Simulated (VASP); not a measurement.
## A VASP 6.6.1 single-point calculation on SiO2

INCAR

```
LWAVE = .FALSE.
IBRION = -1
LCHARG = .FALSE.
ISMEAR = -1
PREC = Accurate
LASPH = .TRUE.
LMAXMIX = 6
ENCUT = 520
NSW = 0
GGA = PE
EDIFF = 1E-7
NBANDS = 25
LREAL = .FALSE.
SIGMA = 0.02
NELM = 120
ISIF = 2
```

KPOINTS

```
KPOINTS created by Atomic Simulation Environment
0
Gamma
6 6 10
0 0 0
```

POSCAR

```
Si O
 1.0000000000000000
     4.1851887985999996    0.0000000000000000    0.0000000000000000
     0.0000000000000000    4.1851887985999996    0.0000000000000000
     0.0000000000000000    0.0000000000000000    2.6421514920000000
 Si  O
   2   4
Cartesian
  0.0000000000000000  0.0000000000000000  0.0000000000000000
  2.0925943992999998  2.0925943992999998  1.3210757460000000
  1.2810905141069575  1.2810905141069575  0.0000000000000000
  0.8115038851930421  3.3736849134069575  1.3210757460000000
  3.3736849134069575  0.8115038851930421  1.3210757460000000
  2.9040982844930419  2.9040982844930419  0.0000000000000000
```

The recommended PBE PAW datasets give the neutral cell 32 valence electrons.

Command

```
mpirun -np 1 vasp_std
```

Question: Predict the outcome of this run.

Answer: It converged. Results: gap between bands v and c on the k mesh 5.76 eV; least direct gap on the k mesh 5.76 eV; pressure 13.8 GPa; largest force 0.12 eV/Å. Band v is the last that the valence electrons fill when counted band by band, and c is the next.

OSZICAR

```
N       E                     dE             d eps       ncg     rms          rms(c)
DAV:   1     0.138702258787E+03    0.13870E+03   -0.17669E+04  3032   0.123E+03
DAV:   2    -0.438400878194E+02   -0.18254E+03   -0.17400E+03  3734   0.283E+02
DAV:   3    -0.508359477925E+02   -0.69959E+01   -0.69628E+01  3995   0.524E+01
DAV:   4    -0.508805818244E+02   -0.44634E-01   -0.44622E-01  3457   0.488E+00
DAV:   5    -0.508809314060E+02   -0.34958E-03   -0.34952E-03  4022   0.410E-01    0.178E+01
DAV:   6    -0.461682953087E+02    0.47126E+01   -0.13191E+01  3804   0.245E+01    0.821E+00
DAV:   7    -0.462045512382E+02   -0.36256E-01   -0.76733E-01  3757   0.516E+00    0.297E+00
DAV:   8    -0.462187259072E+02   -0.14175E-01   -0.25465E-02  3745   0.139E+00    0.109E+00
DAV:   9    -0.462252591760E+02   -0.65333E-02   -0.95226E-03  3796   0.827E-01    0.266E-01
DAV:  10    -0.462254615561E+02   -0.20238E-03   -0.42305E-04  3764   0.149E-01    0.418E-02
DAV:  11    -0.462254475995E+02    0.13957E-04   -0.69881E-05  3860   0.609E-02    0.859E-03
DAV:  12    -0.462254486533E+02   -0.10538E-05   -0.49293E-06  3721   0.161E-02    0.331E-03
DAV:  13    -0.462254487833E+02   -0.13004E-06   -0.63600E-07  3901   0.570E-03    0.392E-03
DAV:  14    -0.462254487686E+02    0.14694E-07   -0.14486E-08  2428   0.852E-04
   1 F= -.46225449E+02 E0= -.46225449E+02  d E =-.146337E-11
```

Standard output (part)

```
POSCAR found type information on POSCAR SiO
 POSCAR found :  2 types and       6 ions
 LDA part: xc-table for (Slater+PW92), standard interpolation
 POSCAR, INCAR and KPOINTS ok, starting setup
 WAVECAR not read
 entering main loop
```

For comparison, a separate PBE run of the intended cell, on usual settings and not on those above, gives a gap of 5.76 eV on its mesh and a pressure of 13.8 GPa.
